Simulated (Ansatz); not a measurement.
Squeezing and stretching GeS

Reference cell: a structure deposited in the COD, ions relaxed with PBE at fixed cell.

Space group Pnma (No. 62); a = 10.4700, b = 3.6410, c = 4.2970 Å.

```
site  Wyckoff  site symmetry       x       y       z
  Ge       4c            .m.  0.6209  0.2500  0.3720
   S       4c            .m.  0.8506  0.2500  0.4974
```

One atom of each set is listed.

All values are calculated (Ansatz; DFT, PBE, plane waves and PAW, scalar-relativistic, 420 eV cutoff, Γ-centred 5×12×10 k-points, Fermi–Dirac smearing 0.02 eV), not measured.

The cell is scaled uniformly, and the ions relax again at each size.

| V/V₀ | pressure (GPa) | gap on the k-mesh (eV) |
| --- | --- | --- |
| 0.94 | ? | ? |
| 0.96 | 3.7 | 0.84 |
| 0.98 | 2.7 | 0.95 |
| 1.00 | 1.9 | 1.05 |
| 1.02 | 1.1 | 1.15 |
| 1.04 | 0.5 | 1.25 |
| 1.06 | 0.0 | 1.31 |

Q: Estimate the row at V/V₀ = 0.94 and the bulk modulus.

A: pressure (GPa): 4.8; gap on the k-mesh (eV): 0.72. Worked: a parabola in ln(V/V₀) through the other 6 rows gives 4.8 GPa there. It crosses zero pressure at V/V₀ = 1.059, the equilibrium volume of this functional, where the bulk modulus is B = −dP/d ln V = 26 GPa. The shape of the cell is held, so in this non-cubic crystal both values are those of uniform scaling, and B is an upper bound to the hydrostatic one. No dispersion correction is included, which matters between the layers of this solid. The gap rises as the cell grows, by 0.050 eV per per cent of volume.

PBE gaps are too small, by a third to a half in many semiconductors; their changes with volume are better.
